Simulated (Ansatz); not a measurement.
# ZnS: what a guessed cell relaxes into

Where does this trial cell of ZnS go when cell and atoms are let free?

Method: DFT PBE, scalar-relativistic, plane waves, PAW, in Ansatz 0.2.0.

## (1) The system as given

It takes space group Pmmn (No. 59, orthorhombic). Conventional cell: a = 4.514 Å, b = 7.504 Å, c = 5.813 Å, α = 90.00°, β = 90.00°, γ = 90.00°. Zn (site symmetry -1) is surrounded by 2 Zn at 2.26 Å. Around S (site symmetry m) lie 1 S at 2.07 Å.

Structure file:

```cif
data_structure
_symmetry_space_group_name_H-M 'P 1'
_symmetry_Int_Tables_number 1
_cell_length_a 4.5141
_cell_length_b 7.5038
_cell_length_c 5.8126
_cell_angle_alpha 90.000
_cell_angle_beta 90.000
_cell_angle_gamma 90.000
_cell_volume 196.89
loop_
_atom_site_label
_atom_site_type_symbol
_atom_site_fract_x
_atom_site_fract_y
_atom_site_fract_z
_atom_site_occupancy
Zn1 Zn 0.75000 0.75000 0.50000 1
Zn2 Zn 0.25000 0.25000 0.50000 1
Zn3 Zn 0.75000 0.25000 0.50000 1
Zn4 Zn 0.25000 0.75000 0.50000 1
S1 S 0.27120 0.00000 0.02837 1
S2 S 0.72880 0.00000 0.02837 1
S3 S 0.22880 0.50000 0.97163 1
S4 S 0.77120 0.50000 0.97163 1
```

The cell is invented: random cell by space group and Wyckoff sites (Pmmn, No. 59). Its size is a rough estimate.

## (2) Probe: one point on a coarse mesh

input.yaml reads:

```yaml
crystal:
  lattice:
    - [4.51411014, 0.0, 0.0]
    - [0.0, 7.50380644, 0.0]
    - [0.0, 0.0, 5.81255778]
  atoms:
    - { symbol: Zn, position: [0.75, 0.75, 0.5] }
    - { symbol: Zn, position: [0.25, 0.25, 0.5] }
    - { symbol: Zn, position: [0.75, 0.25, 0.5] }
    - { symbol: Zn, position: [0.25, 0.75, 0.5] }
    - { symbol: S, position: [0.27119679, 0.0, 0.02836715] }
    - { symbol: S, position: [0.72880321, 0.0, 0.02836715] }
    - { symbol: S, position: [0.22880321, 0.5, 0.97163285] }
    - { symbol: S, position: [0.77119679, 0.5, 0.97163285] }
basis:
  ecutwfc: 420
kpoints:
  mp_grid: { grid: [4, 2, 4] }
hamiltonian:
  xc: pbe
scf:
  occupations: { method: gaussian, width: 0.1 }
  lower_state_search: "off"
output:
  forces: true
  stress: true
  eigenvalues: true
```

The run is started by

```console
$ ansatz run input.yaml --threads 1 --pin off --max-ram 2560MiB --backend cpu --events-out ev --progress --plain --runs-dir out
```

The program printed, shortened:

```text
[...]
SCF converged after 9 iterations
Free energy (F): -16880.242317 eV
[...]
E sigma→0 (E₀):  -16880.229189 eV
Entropy (-TS):   -0.026256 eV (-3.282 meV/atom)
Fermi energy:    4.487066 eV
[...]
--- Forces (eV/Å), atoms counted from 1 ---
  atom   1  Zn     0.00000000    -0.00000000     0.00000000
  atom   2  Zn     0.00000000     0.00000000     0.00000000
  atom   3  Zn     0.00000000     0.00000000     0.00000000
  atom   4  Zn     0.00000000    -0.00000000     0.00000000
  atom   5  S      1.72699368     0.00000000     0.07255631
  atom   6  S     -1.72699368     0.00000000     0.07255631
  atom   7  S     -1.72699368     0.00000000    -0.07255631
  atom   8  S      1.72699368     0.00000000    -0.07255631
[...]
--- Stress (GPa, compression-positive) ---
       12.109957       0.000000       0.000000
        0.000000      -2.541018       0.000000
        0.000000       0.000000      -4.667003
  P = ⅓ Tr σ = 1.6340 GPa (16.340 kbar)
--- Band table (eV; the first three rows and the last of 18) ---
[...]
```

Wall time 9.9 s (1 thread of Intel Xeon at 2.70GHz, shared host); peak memory 0.49 GiB.

The probe gives pressure 1.6 GPa, largest force 1.73 eV/Å, gap on this mesh none (metal). A guess like this is first relaxed loosely on the coarse mesh.

## (3) Coarse relaxation

input.yaml: that of step 2 with these lines changed.

```diff
@@ -27 +27,6 @@
   eigenvalues: true
+relax:
+  adjacent_minimum: "off"
+  f_tol: 0.04
+  max_steps: 70
+  cell: { stress_tol: 0.4 }
```

The run is started by

```console
$ ansatz run input.yaml --threads 1 --pin off --max-ram 2560MiB --backend cpu --events-out ev --progress --plain --runs-dir out
```

The program printed:

```text
Warning: RAYON_NUM_THREADS=1 ignored (pool sized by the plan → 1); use --threads N
Engine: ansatz 0.2.0, x86_64-unknown-linux-gnu
Pseudopotentials: kind: paw
Pseudopotential: Zn, paw, valence charge 12, recommended cutoff 420 eV (normal), Zn.paw.azcp
Pseudopotential: S, paw, valence charge 6, recommended cutoff 420 eV (normal), S.paw.azcp
Functional definition: PBE
  parameter kappa = 0.804
  parameter beta = 0.06672455060314922
  exchange = pbe_x(kappa = kappa, mu = beta*pi^2/3)
  correlation = pbe_c(beta = beta)
Crystal: 8 atoms, lattice volume = 196.889 Å³
Basis set: ecut = 420 eV, 3873 PW (Γ), exchange–correlation on 64×108×80 points (8 copies of the dense FFT grid, shifted against one another)
Bands: 44, of which v1, the nominal top of the filled ones, is band 36 counted from 1 (35 counted from 0)
Symmetry: 8 space group operations
Space group: Pmmn (ITA 59), of the structure as read, at distance tolerance 5.8e-5 Å
k-points: 18 of 32
Non-local potential: Zn, projectors of the file, l = 0: 2, l = 1: 2, l = 2: 3, l = 3: 1
Non-local potential: S, projectors of the file, l = 0: 2, l = 1: 2, l = 2: 2
PAW form: soft (Blöchl's): semilocal exchange-correlation on the pseudo side does not see the compensation charge
PAW one-centre angular grid: Zn, 590 points (default); XC on 64 Gauss nodes
PAW one-centre angular grid: S, 110 points (default); XC on 64 Gauss nodes
Initial density: superposition of atomic densities (neutral atoms: chi_scale 0, normalization atom), corrected by the library's trained network
Initial wavefunctions: pseudopotential atomic-orbital guess
Functional: x = pbe(κ = 0.804, μ = 0.2195149727645171), c = pbe(β = 0.06672455060314922)
SCF iter   1: F=—  HF=-16880.258511 eV  |F-HF|=—  |Δ(HF+E_count)|=         —  Δρ=4.95e-3  dr2=1.19e-1  ethr=1.77e-3  ⟨swp⟩=8.3  Hψ=3349  notcnv=0
preconditioner: auto → Kerker (q_TF=auto, 2.307 Å⁻¹)  [metal: Δε(μ)=0.069 eV  Ē_g=8.672 eV  σ=0.100 eV  W_gap=0.37  n_scr=38 (ndim 8)  ℏωp=22.5 eV  f_vac=0.001  D(μ)=5.23/eV (n_scr^D=38)]
SCF iter   2: F=—  HF=-16880.247941 eV  |F-HF|=—  |Δ(HF+E_count)|=   1.06e-2  Δρ=2.67e-3  dr2=3.62e-2  ethr=1.66e-4  ⟨swp⟩=1.0  Hψ=936  notcnv=0
SCF iter   3: F=—  HF=-16880.245441 eV  |F-HF|=—  |Δ(HF+E_count)|=   2.50e-3  Δρ=2.02e-3  dr2=1.17e-2  ethr=5.03e-5  ⟨swp⟩=2.0  Hψ=1109  notcnv=0
SCF iter   4: F=—  HF=-16880.242019 eV  |F-HF|=—  |Δ(HF+E_count)|=   3.42e-3  Δρ=6.01e-4  dr2=1.48e-3  ethr=1.62e-5  ⟨swp⟩=2.0  Hψ=1232  notcnv=0
SCF iter   5: F=—  HF=-16880.242118 eV  |F-HF|=—  |Δ(HF+E_count)|=   9.88e-5  Δρ=2.54e-4  dr2=1.82e-4  ethr=2.05e-6  ⟨swp⟩=2.3  Hψ=1348  notcnv=0
SCF iter   6: F=—  HF=-16880.242162 eV  |F-HF|=—  |Δ(HF+E_count)|=   4.39e-5  Δρ=6.27e-5  dr2=1.72e-5  ethr=2.53e-7  ⟨swp⟩=2.1  Hψ=1050  notcnv=0
SCF iter   7: F=—  HF=-16880.242317 eV  |F-HF|=—  |Δ(HF+E_count)|=   1.54e-4  Δρ=3.20e-5  dr2=2.38e-6  ethr=2.38e-8  ⟨swp⟩=2.0  Hψ=1387  notcnv=0
SCF iter   8: F=—  HF=-16880.242317 eV  |F-HF|=—  |Δ(HF+E_count)|=   6.08e-7  Δρ=7.31e-6  dr2=1.90e-7  ethr=3.30e-9  ⟨swp⟩=2.2  Hψ=1355  notcnv=0
SCF iter   9: F=-16880.242317 eV  HF=-16880.242317 eV  |F-HF|=1.13e-8  |Δ(HF+E_count)|=   7.41e-8  Δρ=2.98e-6  dr2=4.00e-8  ethr=1.39e-10  ⟨swp⟩=8.8  Hψ=3162  notcnv=0
SCF 1 converged in 9 iterations: F = -16880.242317 eV  dr2 = 4.00e-8
relax step   1: F+E_penalty+E_count = -16880.24231719 eV  Δ(F+E_penalty+E_count) = +0.000e0 eV  max|allowed force component| = 1.727e0 eV/Å  Δτ_max = 0.0000 Å  P = +1.634 GPa  Ω = 196.889 Å³  (9 SCF iters, dr2 threshold 1.00e-7 eV, accepted)
Crystal: 8 atoms, lattice volume = 187.551 Å³
Basis set: ecut = 420 eV, 3661 PW (Γ), exchange–correlation on 64×108×80 points (8 copies of the dense FFT grid, shifted against one another)
Initial density: handed on by an earlier stage of this run
Initial wavefunctions: those handed on with the density
iter 1 solved again at ethr=6.42e-5 eV; its pass at ethr=3.10e-3 eV (dr2=4.63e-2 eV) is discarded
SCF iter   1: F=—  HF=-16881.221117 eV  |F-HF|=—  |Δ(HF+E_count)|=         —  Δρ=5.57e-3  dr2=4.79e-2  ethr=6.42e-5  ⟨swp⟩=1.4  Hψ=4658  notcnv=0
preconditioner: auto → Kerker (q_TF=auto, 2.326 Å⁻¹)  [metal: Δε(μ)=0.070 eV  Ē_g=8.823 eV  σ=0.100 eV  W_gap=0.34  n_scr=38 (ndim 8)  ℏωp=23.0 eV  f_vac=0.000  D(μ)=3.73/eV (n_scr^D=20)]
SCF iter   2: F=—  HF=-16881.212780 eV  |F-HF|=—  |Δ(HF+E_count)|=   8.34e-3  Δρ=2.80e-3  dr2=1.50e-2  ethr=6.42e-5  ⟨swp⟩=1.0  Hψ=792  notcnv=0
SCF iter   3: F=—  HF=-16881.210991 eV  |F-HF|=—  |Δ(HF+E_count)|=   1.79e-3  Δρ=1.27e-3  dr2=1.80e-3  ethr=2.08e-5  ⟨swp⟩=2.1  Hψ=1390  notcnv=0
SCF iter   4: F=—  HF=-16881.209716 eV  |F-HF|=—  |Δ(HF+E_count)|=   1.27e-3  Δρ=5.04e-4  dr2=4.17e-4  ethr=2.50e-6  ⟨swp⟩=3.1  Hψ=1804  notcnv=0
SCF iter   5: F=—  HF=-16881.209911 eV  |F-HF|=—  |Δ(HF+E_count)|=   1.95e-4  Δρ=1.11e-4  dr2=2.96e-5  ethr=5.79e-7  ⟨swp⟩=2.5  Hψ=1281  notcnv=0
SCF iter   6: F=—  HF=-16881.209921 eV  |F-HF|=—  |Δ(HF+E_count)|=   1.03e-5  Δρ=5.90e-5  dr2=5.43e-6  ethr=4.11e-8  ⟨swp⟩=2.2  Hψ=1420  notcnv=0
SCF iter   7: F=-16881.209925 eV  HF=-16881.209925 eV  |F-HF|=1.89e-8  |Δ(HF+E_count)|=   3.99e-6  Δρ=1.29e-5  dr2=5.24e-7  ethr=1.11e-9  ⟨swp⟩=5.1  Hψ=4236  notcnv=0
SCF 2 converged in 7 iterations: F = -16881.209925 eV  dr2 = 5.24e-7
relax step   2: F+E_penalty+E_count = -16881.20992545 eV  Δ(F+E_penalty+E_count) = -9.676e-1 eV  max|allowed force component| = 9.379e-1 eV/Å  Δτ_max = 0.0485 Å  P = +0.520 GPa  Ω = 187.551 Å³  energy of the carried Pulay correction = +1.782e-3 eV  (7 SCF iters, dr2 threshold 8.00e-7 eV, accepted)
Crystal: 8 atoms, lattice volume = 179.771 Å³
Basis set: ecut = 420 eV, 3481 PW (Γ), exchange–correlation on 64×108×80 points (8 copies of the dense FFT grid, shifted against one another)
iter 1 solved again at ethr=4.55e-5 eV; its pass at ethr=3.10e-3 eV (dr2=3.27e-2 eV) is discarded
SCF iter   1: F=—  HF=-16882.001862 eV  |F-HF|=—  |Δ(HF+E_count)|=         —  Δρ=4.86e-3  dr2=3.26e-2  ethr=4.55e-5  ⟨swp⟩=2.0  Hψ=5509  notcnv=0
preconditioner: auto → Kerker (q_TF=auto, 2.342 Å⁻¹)  [metal: Δε(μ)=0.028 eV  Ē_g=8.915 eV  σ=0.100 eV  W_gap=0.16  n_scr=36 (ndim 8)  ℏωp=23.5 eV  f_vac=0.000  D(μ)=5.12/eV (n_scr^D=36)]
SCF iter   2: F=—  HF=-16881.997456 eV  |F-HF|=—  |Δ(HF+E_count)|=   4.41e-3  Δρ=2.61e-3  dr2=1.14e-2  ethr=4.53e-5  ⟨swp⟩=1.5  Hψ=950  notcnv=0
SCF iter   3: F=—  HF=-16881.996734 eV  |F-HF|=—  |Δ(HF+E_count)|=   7.22e-4  Δρ=1.06e-3  dr2=1.19e-3  ethr=1.58e-5  ⟨swp⟩=2.0  Hψ=1387  notcnv=0
SCF iter   4: F=—  HF=-16881.995804 eV  |F-HF|=—  |Δ(HF+E_count)|=   9.30e-4  Δρ=4.33e-4  dr2=3.00e-4  ethr=1.65e-6  ⟨swp⟩=3.4  Hψ=1785  notcnv=0
SCF iter   5: F=—  HF=-16881.995729 eV  |F-HF|=—  |Δ(HF+E_count)|=   7.52e-5  Δρ=1.57e-4  dr2=3.25e-5  ethr=4.17e-7  ⟨swp⟩=2.3  Hψ=1463  notcnv=0
SCF iter   6: F=—  HF=-16881.995730 eV  |F-HF|=—  |Δ(HF+E_count)|=   1.29e-6  Δρ=5.62e-5  dr2=4.13e-6  ethr=4.51e-8  ⟨swp⟩=2.6  Hψ=1428  notcnv=0
SCF iter   7: F=-16881.995732 eV  HF=-16881.995732 eV  |F-HF|=8.94e-8  |Δ(HF+E_count)|=   2.02e-6  Δρ=1.22e-5  dr2=3.46e-7  ethr=1.11e-9  ⟨swp⟩=9.4  Hψ=4735  notcnv=0
SCF 3 converged in 7 iterations: F = -16881.995732 eV  dr2 = 3.46e-7
relax step   3: F+E_penalty+E_count = -16881.99573230 eV  Δ(F+E_penalty+E_count) = -7.858e-1 eV  max|allowed force component| = 1.556e-1 eV/Å  Δτ_max = 0.0555 Å  P = -0.106 GPa  Ω = 179.771 Å³  energy of the carried Pulay correction = +3.335e-3 eV  (7 SCF iters, dr2 threshold 8.00e-7 eV, accepted)
[... from here on, the SCF cycles and remarks between the steps are left out ...]
relax step   4: F+E_penalty+E_count = -16882.60183040 eV  Δ(F+E_penalty+E_count) = -6.061e-1 eV  max|allowed force component| = 1.954e-1 eV/Å  Δτ_max = 0.0277 Å  P = -0.120 GPa  Ω = 171.297 Å³  energy of the carried Pulay correction = +5.101e-3 eV  (8 SCF iters, dr2 threshold 8.00e-7 eV, accepted)
relax step   5: F+E_penalty+E_count = -16883.08674068 eV  Δ(F+E_penalty+E_count) = -4.849e-1 eV  max|allowed force component| = 2.481e-1 eV/Å  Δτ_max = 0.0290 Å  P = -0.080 GPa  Ω = 163.648 Å³  energy of the carried Pulay correction = +6.767e-3 eV  (6 SCF iters, dr2 threshold 8.00e-7 eV, accepted)
relax step   6: F+E_penalty+E_count = -16883.39709504 eV  Δ(F+E_penalty+E_count) = -3.104e-1 eV  max|allowed force component| = 2.977e-1 eV/Å  Δτ_max = 0.0077 Å  P = +0.647 GPa  Ω = 157.368 Å³  energy of the carried Pulay correction = +8.189e-3 eV  (7 SCF iters, dr2 threshold 8.00e-7 eV, accepted)
relax step   7: F+E_penalty+E_count = -16883.73018410 eV  Δ(F+E_penalty+E_count) = -3.331e-1 eV  max|allowed force component| = 1.945e-1 eV/Å  Δτ_max = 0.0146 Å  P = +0.913 GPa  Ω = 153.882 Å³  energy of the carried Pulay correction = +9.000e-3 eV  (7 SCF iters, dr2 threshold 8.00e-7 eV, accepted)
relax step   8: F+E_penalty+E_count = -16883.94799665 eV  Δ(F+E_penalty+E_count) = -2.178e-1 eV  max|allowed force component| = 1.202e-1 eV/Å  Δτ_max = 0.0333 Å  P = +0.185 GPa  Ω = 154.614 Å³  energy of the carried Pulay correction = +8.829e-3 eV  (7 SCF iters, dr2 threshold 8.00e-7 eV, accepted)
relax step   9: F+E_penalty+E_count = -16883.97717648 eV  Δ(F+E_penalty+E_count) = -2.918e-2 eV  max|allowed force component| = 1.740e-2 eV/Å  Δτ_max = 0.1315 Å  P = -0.043 GPa  Ω = 154.591 Å³  energy of the carried Pulay correction = +8.834e-3 eV  (6 SCF iters, dr2 threshold 8.00e-7 eV, accepted)
relax step  10: F+E_penalty+E_count = -16883.98802198 eV  Δ(F+E_penalty+E_count) = -1.085e-2 eV  max|allowed force component| = 1.737e-2 eV/Å  Δτ_max = 0.0000 Å  P = +0.097 GPa  Ω = 154.591 Å³  stress off target by 5.22e-1 GPa  SCF on the basis re-selected at this cell (its energy is not comparable with the rows above)  (7 SCF iters)
relax step  11: F+E_penalty+E_count = -16883.99012750 eV  Δ(F+E_penalty+E_count) = -2.106e-3 eV  max|allowed force component| = 4.203e-3 eV/Å  Δτ_max = 0.0195 Å  P = -0.041 GPa  Ω = 155.066 Å³  energy of the carried Pulay correction = -1.073e-4 eV  (5 SCF iters, dr2 threshold 6.82e-7 eV, accepted)
iter 1 solved again at ethr=1.43e-7 eV; its pass at ethr=3.10e-3 eV (dr2=1.03e-4 eV) is discarded
SCF iter   1: F=—  HF=-16883.989504 eV  |F-HF|=—  |Δ(HF+E_count)|=         —  Δρ=1.41e-4  dr2=1.13e-6  ethr=1.43e-7  ⟨swp⟩=3.0  Hψ=5467  notcnv=0
preconditioner: auto → Resta (q_TF=auto, 2.401 Å⁻¹)  ε∞=8.4  [insulator: Δε(μ)=0.131 eV  Ē_g=9.318 eV  σ=0.100 eV  W_gap=0.52  n_scr=38 (ndim 8)  ℏωp=25.3 eV  f_vac=0.000  D(μ)=1.21/eV (n_scr^D=4)  ε∞_Penn≈8.4]
SCF iter   2: F=—  HF=-16883.990168 eV  |F-HF|=—  |Δ(HF+E_count)|=   6.64e-4  Δρ=7.22e-5  dr2=4.08e-7  ethr=1.57e-9  ⟨swp⟩=2.0  Hψ=1425  notcnv=0
SCF iter   3: F=—  HF=-16883.990244 eV  |F-HF|=—  |Δ(HF+E_count)|=   7.60e-5  Δρ=3.21e-5  dr2=1.11e-7  ethr=5.66e-10  ⟨swp⟩=2.0  Hψ=1205  notcnv=0
SCF iter   4: F=—  HF=-16883.990262 eV  |F-HF|=—  |Δ(HF+E_count)|=   1.85e-5  Δρ=4.07e-6  dr2=8.43e-9  ethr=1.54e-10  ⟨swp⟩=2.0  Hψ=1366  notcnv=0
SCF iter   5: F=-16883.990263 eV  HF=-16883.990263 eV  |F-HF|=4.70e-9  |Δ(HF+E_count)|=   2.37e-7  Δρ=8.77e-7  dr2=8.95e-10  ethr=7.11e-12  ⟨swp⟩=4.7  Hψ=3032  notcnv=0
SCF 12 converged in 5 iterations: F = -16883.990263 eV  dr2 = 8.95e-10
relax step  12: F+E_penalty+E_count = -16883.99026271 eV  Δ(F+E_penalty+E_count) = -1.352e-4 eV  max|allowed force component| = 4.263e-3 eV/Å  Δτ_max = 0.0000 Å  P = -0.041 GPa  Ω = 155.066 Å³  stress off target by 8.29e-2 GPa  SCF on the basis re-selected at this cell (its energy is not comparable with the rows above)  (5 SCF iters)
basis re-selected at this cell: Δ(F+E_penalty+E_count) = -1.352e-4 eV, ΔP = +0.000 GPa vs the last step (what re-selecting the basis moved, of the pressure what is left beyond the Pulay correction that the steps carried, after the strain that the cell walked since its last selection, with what the two solves' SCF thresholds leave and, on support functions, any second-order correction that the steps lacked; it is no measure of the basis error at this ecutwfc). This SCF's stress stands 8.29e-2 GPa from its target on what of the cell is left free (relax.cell.stress_tol is 4.00e-1 GPa) and its largest allowed force component is 4.26e-3 eV/Å (relax.f_tol is 4.00e-2 eV/Å): within both
SCF converged after 5 iterations
Free energy (F): -16883.990263 eV
Harris-Foulkes:  -16883.990263 eV  (|F-HF|=4.70e-9)
Internal energy: -16883.984198 eV  (E = F + TS)
E sigma→0 (E₀):  -16883.987230 eV
Entropy (-TS):   -0.006065 eV (-0.758 meV/atom)
Fermi energy:    7.241203 eV
--- Per-component energies (eV) ---
  E_band       = 56.903091
  E_kinetic    = 944.180625
  E_local      = -7857.708392  (includes V_loc(G=0)·N_el)
  E_nonlocal   = 2569.439122
  E_hartree    = 3277.896652
  E_xc         = -932.288515
  E_vxc        = -550.630892  (∫ρ·V_xc dr)
  E_paw        = -9710.244372  (= ΣΔE_a)
  E_vpaw       = -1604.171263  (= ΣTr[D̂ρ^β])
  E_aug_tail   = -0.001418  (compensation charges beyond the density's cutoff)
  E_ewald      = -5175.257900
  E_smearing   = -0.006065  (= −TS)
  E_closure    = -0.000000  (closes the sum)
  Σ components = -16883.990263   (vs F -16883.990263, Δ=0.00e0)
--- Forces (eV/Å), atoms counted from 1 ---
  atom   1  Zn    -0.00000000     0.00000000     0.00000000
  atom   2  Zn    -0.00000000     0.00000000     0.00000000
  atom   3  Zn    -0.00000000     0.00000000     0.00000000
  atom   4  Zn    -0.00000000     0.00000000     0.00000000
  atom   5  S      0.00187207    -0.00000000    -0.00426321
  atom   6  S     -0.00187207     0.00000000    -0.00426321
  atom   7  S     -0.00187207    -0.00000000     0.00426321
  atom   8  S      0.00187207    -0.00000000     0.00426321
  max |Σ_I F_I| component: 1.53e-26 eV/Å
--- Stress (GPa, compression-positive) ---
       -0.082919      -0.000000      -0.000000
       -0.000000      -0.037514       0.000000
       -0.000000       0.000000      -0.003195
  P = ⅓ Tr σ = -0.0412 GPa (-0.412 kbar)
--- Band table (eV; the first three rows and the last of 18) ---
  k-point 0: bands = ["-8.4523", "-8.1519", "-4.2961", "-3.8441", "-0.4012", "-0.1693", "-0.0982", "-0.0880", "0.1519", "0.2849", "0.2924", "0.3024", "0.4130", "0.4349", "0.4652", "0.5018", "0.5388", "0.5830", "0.7231", "0.7304", "0.7423", "0.7445", "0.7519", "0.8015", "0.8122", "0.9833", "0.9863", "3.0247", "3.2565", "4.1314", "4.3387", "4.5199", "6.1467", "6.1518", "6.9847", "7.5529", "8.0644", "8.1676", "9.3952", "9.4221", "10.6744", "11.0334", "11.3098", "11.7271"]
  k-point 1: bands = ["-8.2882", "-8.0527", "-4.0861", "-3.7808", "-0.1843", "-0.1764", "0.0610", "0.0692", "0.1528", "0.1979", "0.2477", "0.2594", "0.3378", "0.3586", "0.5072", "0.5461", "0.5937", "0.6273", "0.7238", "0.7311", "0.7341", "0.7366", "0.7372", "0.7712", "0.8516", "0.8920", "1.2532", "1.8078", "2.7748", "3.5931", "4.3280", "4.8978", "5.6144", "5.6775", "6.4028", "6.5337", "7.9018", "8.0604", "10.4192", "10.9023", "10.9764", "11.1615", "11.3584", "11.4022"]
  k-point 2: bands = ["-8.1075", "-7.9483", "-3.8441", "-3.7168", "-0.4485", "-0.1512", "-0.1040", "-0.0534", "0.0852", "0.2444", "0.2806", "0.2822", "0.4359", "0.4617", "0.5321", "0.6233", "0.6803", "0.7138", "0.7244", "0.7300", "0.7404", "0.7564", "0.8150", "0.8401", "0.8934", "1.2895", "1.3772", "1.4885", "1.8286", "3.5485", "4.1259", "4.2376", "4.6154", "4.6204", "6.9756", "7.2529", "7.9182", "8.6099", "8.9088", "9.2263", "10.8105", "11.2867", "11.3710", "12.1099"]
  k-point 17: bands = ["-7.8737", "-7.8737", "-4.4466", "-4.4466", "0.2004", "0.2004", "0.2828", "0.2828", "0.3413", "0.3413", "0.3906", "0.3906", "0.3916", "0.3916", "0.4646", "0.4646", "0.5270", "0.5270", "0.5649", "0.5649", "0.5745", "0.5745", "0.5873", "0.5873", "1.3123", "1.3123", "2.4669", "2.4669", "3.0461", "3.0461", "3.1798", "3.1798", "4.9471", "4.9471", "6.7802", "6.7802", "6.7937", "6.7937", "8.1734", "8.1734", "12.3102", "12.3102", "12.7834", "12.7834"]
--- Relaxed structure (10 steps of the walk, 10 accepted, 2 SCFs on fresh bases) ---
  F+E_penalty+E_count = -16883.99026271 eV   max|allowed force component| = 4.263e-3 eV/Å   (the final SCF, on the basis selected at the relaxed cell)
  cell:  # Å, volume = 155.0658 Å³
    - [5.3012992989793934, 0.0, 0.0]
    - [0.0, 7.640679475646519, 0.0]
    - [0.0, 0.0, 3.8282637997578]
  atoms:
    - { symbol: Zn, position: [0.75, 0.7499999999999999, 0.5000000000000001] }
    - { symbol: Zn, position: [0.25, 0.24999999999999994, 0.5000000000000001] }
    - { symbol: Zn, position: [0.75, 0.24999999999999994, 0.5000000000000001] }
    - { symbol: Zn, position: [0.25, 0.7499999999999999, 0.5000000000000001] }
    - { symbol: S, position: [0.30270370959929915, -4.3228415965032564e-36, 0.0010517443969957569] }
    - { symbol: S, position: [0.697296290400701, -4.3416399654679384e-36, 0.0010517443969957569] }
    - { symbol: S, position: [0.1972962904007009, 0.4999999999999999, 0.9989482556030043] }
    - { symbol: S, position: [0.802703709599299, 0.4999999999999999, 0.9989482556030043] }
```

Run time: 2.2 min. Hardware: 1 thread of Intel Xeon at 2.70GHz, shared host; peak memory 0.51 GiB.

The steps of the relaxation:

```csv
step,E - E(step 1) (eV/cell),largest force component (eV/Å),pressure (GPa),volume (Å³)
1,0.0000,1.7270,1.63,196.89
2,-0.9676,0.9379,0.52,187.55
3,-1.7534,0.1556,-0.11,179.77
4,-2.3595,0.1954,-0.12,171.30
5,-2.8444,0.2481,-0.08,163.65
6,-3.1548,0.2977,0.65,157.37
7,-3.4879,0.1945,0.91,153.88
8,-3.7057,0.1202,0.18,154.61
9,-3.7349,0.0174,-0.04,154.59
10,-3.7457,0.0174,0.10,154.59
11,-3.7478,0.0042,-0.04,155.07
12,-3.7479,0.0043,-0.04,155.07
```

Step 1 is the start. Steps 10, 12 each repeat the geometry before them on a plane-wave basis chosen anew, so the energy can jump there without any move.

|  | before | after | change |
| --- | --- | --- | --- |
| a (Å) | 4.514 | 5.301 | +17.4 % |
| b (Å) | 7.504 | 7.641 | +1.8 % |
| c (Å) | 5.813 | 3.828 | -34.1 % |
| volume (Å³/atom) | 24.61 | 19.38 | -21.2 % |
| shortest distance (Å) | 2.066 | 2.092 | +1.3 % |
| space group (0.01 Å) | Pmmn | Cmmm | changed |

Forces and stress were held to the start's 8 operations: a distortion of lower symmetry was not tested.

(Part 1 of 2 ends here.)
